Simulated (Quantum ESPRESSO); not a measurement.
**Ni: phonons at U under several settings**

```
Ni
1.0
     0.00000    1.73757    1.73757
     1.73757    0.00000    1.73757
     1.73757    1.73757    0.00000
Ni
1
Direct
  0.00000 0.00000 0.00000
```

All runs used Quantum ESPRESSO 7.5; potentials GBRV 1.5 LDA; k mesh 11 × 11 × 11; collinear spin, ferromagnetic start; cutoff 612 eV; occupations cold, width 0.2 eV.

```tsv
level	geometry	volume (Å³/atom)	pressure (GPa)	frequencies (cm⁻¹)
LDA	relaxed at -3 GPa	?	-3.2	?
LDA	relaxed at 0 GPa	10.03	-0.3	215 279 299
LDA	relaxed at 3 GPa	9.91	2.7	217 283 305
LDA	relaxed at 8 GPa	9.74	7.7	223 291 316
LDA	relaxed at 15 GPa	9.52	14.7	229 301 330
```

Problem. What stands in the row left open?

Solution. Volume 10.15 Å³/atom; frequencies 212 274 292 cm⁻¹.

Caveats: the mesh is thin for the phonons of a metal; the q point doesn't lie on the k mesh, which can shift a metal's frequencies strongly unless the mesh is converged; the cell is more than 3 GPa from zero pressure, which shifts response properties (some runs).

For the row left open. Caveat: the mesh is thin for the phonons of a metal; the cell is more than 3 GPa from zero pressure, which shifts response properties; the q point doesn't lie on the k mesh, which can shift a metal's frequencies strongly unless the mesh is converged.
